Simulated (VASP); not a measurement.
# Pt (Fm-3m) in VASP: a series of runs

One crystal, Pt, is run at these levels: optB86b-vdW, rev-vdW-DF2, optPBE-vdW, vdW-DF-cx; tasks: relaxation of cell and atoms.

All numbers are computed with VASP 6.6.1; they aren't measurements. Logs are shortened: lines on timing, memory, paths and dates and some standing lists are left out, and cuts for length are marked.

### Step 1. Starting point

Symmetry: Fm-3m, No. 225, cubic system. Conventional cell: a = 3.922 Å, b = 3.922 Å, c = 3.922 Å, α = 90.00°, β = 90.00°, γ = 90.00°. Pt (site symmetry m-3m) has 12 Pt at 2.77 Å as nearest neighbours.

### Step 2. Relaxation of cell and atoms, optB86b-vdW

INCAR

```
SYSTEM = Pt
PREC = Accurate ; ENCUT = 600
EDIFF = 1E-6 ; ISMEAR = -1
SIGMA = 0.05 ; LREAL = .FALSE.
LASPH = .TRUE. ; NELM = 60
ALGO = Normal ; ISIF = 3
LWAVE = .FALSE. ; LCHARG = .FALSE.
GGA = MK ; LUSE_VDW = .TRUE.
AGGAC = 0.0 ; PARAM1 = 0.1234
PARAM2 = 1.0 ; IBRION = 2
NSW = 60 ; EDIFFG = -0.01
```

KPOINTS

```
regular mesh
0
G
  12 12 12
  0 0 0
```

POSCAR

```
Pt
1.0
    0.0000000000      1.9609000000      1.9609000000
    1.9609000000      0.0000000000      1.9609000000
    1.9609000000      1.9609000000      0.0000000000
Pt
1
Direct
    0.0000000000      0.0000000000      0.0000000000
```

Potentials or basis: VASP PAW PBE potentials, release 64 (Pt).

Launch:

```console
$ cat potpaw_PBE.64/Pt/POTCAR > POTCAR
$ mpirun -np 1 vasp_std > vasp.out
```

OUTCAR:

```text
SYSTEM = Pt
   PREC = Accurate
   ENCUT = 600
   EDIFF = 1E-6
   ISMEAR = -1
   LREAL = .FALSE.
   LASPH = .TRUE.
   NELM = 60
   ISIF = 3
   GGA = MK
   IBRION = 2
   NSW = 60
   EDIFFG = -0.01

 ion  position               nearest neighbor table
   1  0.000  0.000  0.000-

  LATTYP: Found a face centered cubic cell.
 ALAT       =     3.9218000000

  Lattice vectors:

 A1 = (   0.0000000000,   1.9609000000,   1.9609000000)
 A2 = (   1.9609000000,   0.0000000000,   1.9609000000)
 A3 = (   1.9609000000,   1.9609000000,   0.0000000000)

Analysis of symmetry for initial positions (statically):
=====================================================================
 Subroutine PRICEL returns:
 Original cell was already a primitive cell.

 Routine SETGRP: Setting up the symmetry group for a
 face centered cubic supercell.

 Subroutine GETGRP returns: Found 48 space group operations
 (whereof 48 operations were pure point group operations)
 out of a pool of 48 trial point group operations.

The static configuration has the point symmetry O_h .

Analysis of symmetry for dynamics (positions and initial velocities):
=====================================================================
 Subroutine PRICEL returns:
 Original cell was already a primitive cell.

 Routine SETGRP: Setting up the symmetry group for a
 face centered cubic supercell.

 Subroutine GETGRP returns: Found 48 space group operations
 (whereof 48 operations were pure point group operations)
 out of a pool of 48 trial point group operations.

The dynamic configuration has the point symmetry O_h .

 Subroutine INISYM returns: Found 48 space group operations
 (whereof 48 operations are pure point group operations),
 and found     1 'primitive' translations

----------------------------------------------------------------------------------------

                                     Primitive cell

  volume of cell :      15.0798

  direct lattice vectors                    reciprocal lattice vectors
     0.000000000  1.960900000  1.960900000    -0.254984956  0.254984956  0.254984956
     1.960900000  0.000000000  1.960900000     0.254984956 -0.254984956  0.254984956
     1.960900000  1.960900000  0.000000000     0.254984956  0.254984956 -0.254984956

  length of vectors
     2.773131374  2.773131374  2.773131374     0.441646899  0.441646899  0.441646899

  position of ions in fractional coordinates (direct lattice)
     0.000000000  0.000000000  0.000000000

  ion indices of the primitive-cell ions
   primitive index   ion index
                 1           1

----------------------------------------------------------------------------------------

 KPOINTS: regular mesh

Automatic generation of k-mesh.
 Grid dimensions read from file:
 generate k-points for:   12   12   12

 Generating k-lattice:

  Cartesian coordinates                     Fractional coordinates (reciprocal lattice)
    -0.021248746  0.021248746  0.021248746     0.083333333  0.000000000  0.000000000
     0.021248746 -0.021248746  0.021248746     0.000000000  0.083333333  0.000000000
     0.021248746  0.021248746 -0.021248746     0.000000000  0.000000000  0.083333333

  Length of vectors
     0.036803908  0.036803908  0.036803908

  Shift w.r.t. Gamma in fractional coordinates (k-lattice)
     0.000000000  0.000000000  0.000000000

 Subroutine IBZKPT returns following result:
 ===========================================

 Found     72 irreducible k-points:

 Following reciprocal coordinates:
            Coordinates               Weight
  0.000000  0.000000  0.000000      1.000000
  0.083333  0.000000  0.000000      8.000000
  0.166667  0.000000  0.000000      8.000000
  0.250000  0.000000  0.000000      8.000000
  0.333333  0.000000  0.000000      8.000000
  0.416667  0.000000  0.000000      8.000000
[... 16 lines left out ...]
  0.500000  0.166667  0.000000     24.000000
 -0.416667  0.166667  0.000000     24.000000
 [... further k-points ...]
   k-points           NKPTS =     72   k-points in BZ     NKDIM =     72   number of bands    NBANDS=      9
   number of dos      NEDOS =    301   number of ions     NIONS =      1
   total plane-waves  NPLWV =  13824
   dimension x,y,z NGX =    24 NGY =   24 NGZ =   24
   dimension x,y,z NGXF=    48 NGYF=   48 NGZF=   48
   ions per type =               1
   NGX,Y,Z   is equivalent  to a cutoff of  14.39, 14.39, 14.39 a.u.
   NGXF,Y,Z  is equivalent  to a cutoff of  28.78, 28.78, 28.78 a.u.
 SYSTEM =  Pt
   PREC   = accura    normal or accurate (medium, high low for compatibility)
   ISTART =      0    job   : 0-new  1-cont  2-samecut
   ICHARG =      2    charge: 1-file 2-atom 10-const
   ISPIN  =      1    spin polarized calculation?
   LNONCOLLINEAR =      F non collinear calculations
   LSORBIT =      F    spin-orbit coupling
   LASPH  =      T    aspherical Exc in radial PAW
   ENCUT  =  600.0 eV  44.10 Ry    6.64 a.u.   5.54  5.54  5.54*2*pi/ulx,y,z
   NELM   =     60;   NELMIN=  2; NELMDL= -5     # of ELM steps
   EDIFF  = 0.1E-05   stopping-criterion for ELM
   LREAL  =      F    real-space projection
   EDIFFG = -.1E-01   stopping-criterion for IOM
   NSW    =     60    number of steps for IOM
   IBRION =      2    ionic relax: 0-MD 1-quasi-New 2-CG
   NFREE  =      1    steps in history (QN), initial steepest desc. (CG)
   ISIF   =      3    stress and relaxation
   ISYM   =      2    0-nonsym 1-usesym 2-fastsym
   POTIM  = 0.5000    time-step for ionic-motion
   TEBEG  =    0.0;   TEEND  =   0.0 temperature during run
   PSTRESS=    0.0 pullay stress
   NELECT =      10.0000    total number of electrons
   NUPDOWN=      -1.0000    fix difference up-down
   EMIN   =  10.00;   EMAX   =-10.00  energy-range for DOS
   EFERMI =   0.00;   METHOD = LEGACY
   ISMEAR =    -1;   SIGMA  =   0.05  broadening in eV -4-tet -1-fermi 0-gaus
   EFERMI_NEDOS =   21; number of points for ismear=-14 and -15
   IALGO  =     38    algorithm
   IMIX   =      4    mixing-type and parameters
     AMIX     =   0.40;   BMIX     =  1.00
     AMIX_MAG =   1.60;   BMIX_MAG =  1.00
  volume/ion in A,a.u.               =      15.08       101.76
  Fermi-wavevector in a.u.,A,eV,Ry     =   1.427609  2.697791 27.729605  2.038068
  Thomas-Fermi vector in A             =   2.547760
   LORBIT       =      0    0 simple, 1 ext, 2 COOP (PROOUT), +10 PAW based schemes
   GGA     = MK    functional components
   LHFCALC =     F    Hartree Fock is set to
   AEXX    =    0.0000 exact exchange contribution
   IVDW_NL    =     1    kernel type
   BPARAM     = 6.3000
   IVDW    =     0    specifies the selected vdW correction
   LEPSILON=     F    determine dielectric tensor
   LRPA    =     F    only Hartree local field effects (RPA)
 conjugate gradient relaxation of ions
 non-spin polarized calculation
  energy-cutoff  :      600.00
  volume of cell :       15.08
 maximum number of plane-waves:       531
 NGX is ok and might be reduce to    24
   NGX = 11   NGY = 11   NGZ = 11

--------------------------------------- Ionic step        1  -------------------------------------------

 number of electron      10.0000000 magnetization

 Free energy of the ion-electron system (eV)
  ---------------------------------------------------
  ext. energy  EPLUGINS =         0.00000000
  ---------------------------------------------------
  free energy    TOTEN  =        -3.83113167 eV

  energy without entropy =       -3.81571241  energy(sigma->0) =       -3.82342204

------------------------ aborting loop because EDIFF is reached ----------------------------------------

  FORCE on cell =-STRESS in cart. coord.  units (eV):
  Direction    XX          YY          ZZ          XY          YZ          ZX
  --------------------------------------------------------------------------------------
  -------------------------------------------------------------------------------------
  Total        0.5787734      0.5787734      0.5787734      0.0000000      0.0000000      0.0000000
  in kB       61.4925909     61.4925909     61.4925909      0.0000000      0.0000000      0.0000000
  external PRESSURE =      61.4925909 kB  Pullay stress =       0.0000000 kB
[... 22 lines left out ...]
Total vdW correction in eV:      1.2239621

--------------------------------------- Ionic step        2  -------------------------------------------

 number of electron       9.9999999 magnetization

 E-fermi :   9.6659     XC(G=0): -13.0214

 val. band max:        9.6642652625   @ k =  -0.4167   0.4167   0.1667
 cond. band min:       9.6668535759   @ k =   0.4167   0.3333   0.0000
 fundamental gap:      0.0025883134
 Fermi energy:         9.6659202687

 k-point     1 :       0.0000    0.0000    0.0000
  band No.  band energies     occupation
      1       0.3347      2.00000
      2       6.3448      2.00000
      3       6.3448      2.00000
      4       6.3448      2.00000
      5       8.2266      2.00000
      6       8.2266      2.00000
      7      24.6056      0.00000
      8      29.0179      0.00000
      9      29.0179      0.00000
[... 347 lines left out ...]
Total vdW correction in eV:      1.2480366

--------------------------------------- Ionic step        4  -------------------------------------------

 number of electron      10.0000001 magnetization

 Free energy of the ion-electron system (eV)
  ---------------------------------------------------
  ext. energy  EPLUGINS =         0.00000000
  ---------------------------------------------------
  free energy    TOTEN  =        -3.83729246 eV

  energy without entropy =       -3.82157358  energy(sigma->0) =       -3.82943302

 E-fermi :  10.7822     XC(G=0): -13.3776

 val. band max:       10.7805910986   @ k =  -0.4167   0.4167   0.1667
 cond. band min:      10.7873691869   @ k =   0.5000   0.4167   0.0833
 fundamental gap:      0.0067780883
 Fermi energy:        10.7822154872

 k-point     1 :       0.0000    0.0000    0.0000
  band No.  band energies     occupation
      1       0.7905      2.00000
      2       7.1088      2.00000
      3       7.1088      2.00000
      4       7.1088      2.00000
      5       9.1908      2.00000
      6       9.1908      2.00000
      7      25.5835      0.00000
      8      30.3408      0.00000
      9      30.3408      0.00000
[... 304 lines left out ...]
  FREE ENERGIE OF THE ION-ELECTRON SYSTEM (eV)
  ---------------------------------------------------
  free  energy   TOTEN  =        -3.8372924570 eV

  energy  without entropy=       -3.8215735772  energy(sigma->0) =       -3.82943302

Total vdW correction in eV:      1.2475204

 reached required accuracy - stopping structural energy minimisation
```

Run time: 80 s. Hardware: 1 thread of Intel Xeon Platinum 8375C at 2.90GHz (Ice Lake), shared host; peak memory 0.27 GiB.

Results:

```yaml
Free_energy: -3.8373 eV
Relaxed_volume: 15.41 Å³/atom
Relaxed_cell: a = 2.793 Å, b = 2.793 Å, c = 2.793 Å, α = 60.00°, β = 60.00°, γ = 60.00°
Space_group_after_relaxing_to_0.05_Å: Fm-3m (No. 225)
Energy_gained_by_relaxing: 6.2 meV/atom
Ionic_steps: 4
Pressure_after_relaxing: 0.0 GPa
Band_gap_on_the_k_mesh: none (metal or under the smearing width)
```

The path:
| step | energy change (eV) | largest force (eV/Å) | pressure (GPa) | volume (Å³) |
| --- | --- | --- | --- | --- |
| 1 | 0.0000 | 0.0000 | 6.15 | 15.08 |
| 2 | 0.0385 | 0.0000 | -13.81 | 16.38 |
| 3 | -0.0062 | 0.0000 | -0.13 | 15.42 |
| 4 | -0.0062 | 0.0000 | -0.01 | 15.41 |

Final structure:
```
CELL_PARAMETERS angstrom
0.00000 1.97513 1.97513
1.97513 0.00000 1.97513
1.97513 1.97513 0.00000
ATOMIC_POSITIONS crystal
Pt 0.00000 0.00000 0.00000
```

Levels at points of the mesh, in eV from the Fermi level:
```csv
k point,band 1,band 2,band 3,band 4,band 5,band 6,band 7,band 8,band 9
"(0.00, 0.00, 0.00)",-9.99,-3.67,-3.67,-3.67,-1.59,-1.59,14.80,19.56,19.56
"(0.50, 0.00, 0.00)",-7.11,-3.73,-3.73,-0.36,0.02,0.02,5.62,14.35,18.81
"(0.50, 0.50, 0.00)",-6.85,-6.40,-0.01,0.46,0.46,1.84,8.57,11.31,11.31
```

Caveat: the PAW data sets were made with another functional, which shifts forces and pressure a little. Spin-orbit coupling is left out, which matters for the levels of Pt.

### Step 3. Relaxation of cell and atoms, rev-vdW-DF2

INCAR

```
SYSTEM = Pt
AGGAC = 0.0
ALGO = Fast
EDIFF = 1E-7
EDIFFG = -0.005
ENCUT = 600
GGA = MK
IBRION = 2
ISIF = 3
ISMEAR = -1
LASPH = .TRUE.
LCHARG = .FALSE.
LREAL = .FALSE.
LUSE_VDW = .TRUE.
LWAVE = .FALSE.
NELM = 80
NSW = 60
PARAM1 = 0.1234
PARAM2 = 0.711357
PREC = Accurate
SIGMA = 0.05
ZAB_VDW = -1.8867
```

KPOINTS

```
k-points
0
G
  12 12 12
  0 0 0
```

POSCAR is that of step 2.

Potentials or basis: VASP PAW PBE potentials, release 64 (Pt).

Launch:

```console
$ cat potpaw_PBE.64/Pt/POTCAR > POTCAR
$ mpirun -np 1 vasp_std > vasp.out
```

Wall time 93 s (1 thread of Intel Xeon Platinum 8375C at 2.90GHz (Ice Lake), shared host); peak memory 0.28 GiB.

The run converged. Its results:

* Free energy: -4.0589 eV
* Relaxed volume: 15.43 Å³/atom
* Relaxed cell: a = 2.794 Å, b = 2.794 Å, c = 2.794 Å, α = 60.00°, β = 60.00°, γ = 60.00°
* Space group after relaxing (to 0.05 Å): Fm-3m (No. 225)
* Energy gained by relaxing: 6.5 meV/atom
* Ionic steps: 3
* Pressure after relaxing: 0.0 GPa
* Band gap on the k mesh: none (metal or under the smearing width)

The path:
```tsv
step	energy change (eV)	largest force (eV/Å)	pressure (GPa)	volume (Å³)
1	0.0000	0.0000	6.28	15.08
2	0.0395	0.0000	-13.91	16.41
3	-0.0065	0.0000	-0.04	15.43
```

Final structure:
```cif
data_structure
_symmetry_space_group_name_H-M 'P 1'
_symmetry_Int_Tables_number 1
_cell_length_a 2.7942
_cell_length_b 2.7942
_cell_length_c 2.7942
_cell_angle_alpha 60.000
_cell_angle_beta 60.000
_cell_angle_gamma 60.000
_cell_volume 15.43
loop_
_atom_site_label
_atom_site_type_symbol
_atom_site_fract_x
_atom_site_fract_y
_atom_site_fract_z
_atom_site_occupancy
Pt1 Pt 0.00000 0.00000 0.00000 1
```

Levels at points of the mesh, in eV from the Fermi level:
```
           k point  band 1  band 2  band 3  band 4  band 5  band 6  band 7  band 8  band 9
(0.00, 0.00, 0.00)   -9.98   -3.67   -3.67   -3.67   -1.59   -1.59   14.81   19.56   19.56
(0.50, 0.00, 0.00)   -7.10   -3.73   -3.73   -0.36    0.02    0.02    5.61   14.36   18.81
(0.50, 0.50, 0.00)   -6.84   -6.39   -0.01    0.46    0.46    1.84    8.56   11.31   11.31
```

Caveat: the PAW data sets were made with another functional, which shifts forces and pressure a little.

### Step 4. Relaxation of cell and atoms, optPBE-vdW

INCAR

```
  PREC = Accurate
  ENCUT = 600
  EDIFF = 1E-6
  ISMEAR = -1
  SIGMA = 0.05
  LREAL = F
  LASPH = T
  NELM = 100
  ALGO = Normal
  ISIF = 3
  LWAVE = F
  LCHARG = F
  GGA = OR
  LUSE_VDW = T
  AGGAC = 0.0
  IBRION = 2
  NSW = 40
  EDIFFG = -0.005
```

KPOINTS

```
regular mesh
0
Gamma
  12 12 12
```

POSCAR is that of step 3.

Launch:

```console
$ cat potpaw_PBE.64/Pt/POTCAR > POTCAR
$ mpirun -np 1 vasp_std > vasp.out
```

Wall time 3.5 min (1 thread of Intel Xeon Platinum 8375C at 2.90GHz (Ice Lake), shared host); peak memory 0.27 GiB.

It converged, with:

```
Free energy                            : -3.2519 eV
Relaxed volume                         : 15.89 Å³/atom
Relaxed cell                           : a = 2.822 Å, b = 2.822 Å, c = 2.822 Å, α = 60.00°, β = 60.00°, γ = 60.00°
Space group after relaxing (to 0.05 Å) : Fm-3m (No. 225)
Energy gained by relaxing              : 34.5 meV/atom
Ionic steps                            : 17
Pressure after relaxing                : 0.0 GPa
Band gap on the k mesh                 : none (metal or under the smearing width)
```

The path:
| step | energy change (eV) | largest force (eV/Å) | pressure (GPa) | volume (Å³) |
| --- | --- | --- | --- | --- |
| 1 | 0.0000 | 0.0000 | 14.42 | 15.08 |
| 2 | 0.1540 | 0.0000 | -22.16 | 18.24 |
| 3 | -0.0344 | 0.0000 | -0.72 | 15.94 |
| 4 | -0.0345 | 0.0000 | -0.09 | 15.90 |
| 5 | -0.0345 | 0.0000 | 0.16 | 15.88 |
| 6 | -0.0345 | 0.0000 | 0.17 | 15.88 |
| 7 | -0.0345 | 0.0000 | 0.17 | 15.88 |
| 8 | -0.0345 | 0.0000 | 0.15 | 15.88 |
| 9 | -0.0345 | 0.0000 | 0.15 | 15.88 |
| 10 | -0.0345 | 0.0000 | 0.15 | 15.88 |
| 11 | -0.0345 | 0.0000 | 0.15 | 15.88 |
| 12 | -0.0345 | 0.0000 | 0.15 | 15.88 |
| 13 | -0.0345 | 0.0000 | 0.15 | 15.88 |
| 14 | -0.0345 | 0.0000 | 0.15 | 15.89 |
| 15 | -0.0345 | 0.0000 | 0.14 | 15.89 |
| 16 | -0.0345 | 0.0000 | 0.08 | 15.89 |
| 17 | -0.0345 | 0.0000 | 0.02 | 15.89 |

Final structure:
```xyz
1
Lattice="0.0000 1.9955 1.9955 1.9955 0.0000 1.9955 1.9955 1.9955 0.0000" Properties=species:S:1:pos:R:3 pbc="T T T"
Pt    0.0000    0.0000    0.0000
```

Levels at points of the mesh, in eV from the Fermi level:
| k point | band 1 | band 2 | band 3 | band 4 | band 5 | band 6 | band 7 | band 8 | band 9 |
| --- | --- | --- | --- | --- | --- | --- | --- | --- | --- |
| (0.00, 0.00, 0.00) | -9.57 | -3.48 | -3.48 | -3.48 | -1.52 | -1.52 | 14.96 | 19.52 | 19.52 |
| (0.50, 0.00, 0.00) | -6.76 | -3.53 | -3.53 | -0.14 | 0.02 | 0.02 | 5.42 | 14.51 | 18.64 |
| (0.50, 0.50, 0.00) | -6.48 | -6.06 | -0.02 | 0.43 | 0.43 | 1.99 | 8.28 | 11.28 | 11.28 |

Caveat: the PAW data sets were made with another functional, which shifts forces and pressure a little. The run has no spin-orbit coupling, so splittings on Pt are missing.

### Step 5. Relaxation of cell and atoms, vdW-DF-cx

INCAR

```
PREC = Accurate ; ENCUT = 600
EDIFF = 1E-6 ; ISMEAR = -1
SIGMA = 0.05 ; LREAL = F
LASPH = T ; NELM = 80
ALGO = Normal ; ISIF = 3
LWAVE = F ; LCHARG = F
GGA = CX ; LUSE_VDW = T
AGGAC = 0.0 ; IBRION = 2
NSW = 60 ; EDIFFG = -0.01
```

KPOINTS is that of step 4.

POSCAR is that of step 4.

Launch:

```console
$ cat potpaw_PBE.64/Pt/POTCAR > POTCAR
$ mpirun -np 1 vasp_std > vasp.out
```

Wall time 70 s (1 thread of Intel Xeon Platinum 8375C at 2.90GHz (Ice Lake), shared host); peak memory 0.27 GiB.

Results (log left out):

```
Free energy                            : -4.0331 eV
Relaxed volume                         : 15.19 Å³/atom
Relaxed cell                           : a = 2.780 Å, b = 2.780 Å, c = 2.780 Å, α = 60.00°, β = 60.00°, γ = 60.00°
Space group after relaxing (to 0.05 Å) : Fm-3m (No. 225)
Energy gained by relaxing              : 0.7 meV/atom
Ionic steps                            : 3
Pressure after relaxing                : 0.0 GPa
Band gap on the k mesh                 : none (metal or under the smearing width)
```

Step by step:
```
step  energy change (eV)  largest force (eV/Å)  pressure (GPa)  volume (Å³)
   1              0.0000                0.0000            2.02        15.08
   2              0.0048                0.0000           -5.46        15.50
   3             -0.0007                0.0000           -0.01        15.19
```

Final structure:
```yaml
crystal:
  lattice:
    - [0.00000, 1.96550, 1.96550]
    - [1.96550, 0.00000, 1.96550]
    - [1.96550, 1.96550, 0.00000]
  atoms:
    - { symbol: Pt, position: [0.00000, 0.00000, 0.00000] }
```

Levels at points of the mesh, in eV from the Fermi level:
```csv
k point,band 3,band 4,band 5,band 6,band 7,band 8
"(0.00, 0.00, 0.00)",-3.77,-3.77,-1.63,-1.63,14.71,19.57
"(0.50, 0.00, 0.00)",-3.83,-0.48,0.03,0.03,5.72,14.26
"(0.50, 0.50, 0.00)",0.00,0.47,0.47,1.76,8.72,11.32
```

Caveat: the PAW data sets were made with another functional, which shifts forces and pressure a little. Zero-point motion and thermal expansion aren't in these numbers.

### Step 6. The reference run

An earlier run on the cell as given: functional PBE; potentials or basis VASP PAW PBE potentials, release 64 (Pt); cutoff 520 eV; k mesh 12 × 12 × 12; occupations fermi-dirac, width 0.05 eV; no spin polarisation.

- Pressure: 9.7 GPa
- Band gap on the k mesh: none (metal or under the smearing width)

### Step 7. The runs side by side

```tsv
task	level	cell	cutoff (eV)	gap on the mesh (eV)	pressure (GPa)	relaxed volume (Å³/atom)
relaxation of cell and atoms	optB86b-vdW	relaxed	600	none	0.0	15.41
relaxation of cell and atoms	rev-vdW-DF2	relaxed	600	none	0.0	15.43
relaxation of cell and atoms	optPBE-vdW	relaxed	600	none	0.0	15.89
relaxation of cell and atoms	vdW-DF-cx	relaxed	600	none	0.0	15.19
single point	PBE	as given	520	none	9.7	-
```

Alike in all rows: potentials or basis VASP PAW PBE potentials, release 64 (Pt); no spin polarisation; k mesh 12 × 12 × 12; smearing fermi-dirac 0.05 eV.

Caveats: the PAW data sets were made with another functional, which shifts forces and pressure a little (some runs).

Total energies depend on the potentials used, so only differences within one code and one set of settings carry meaning.
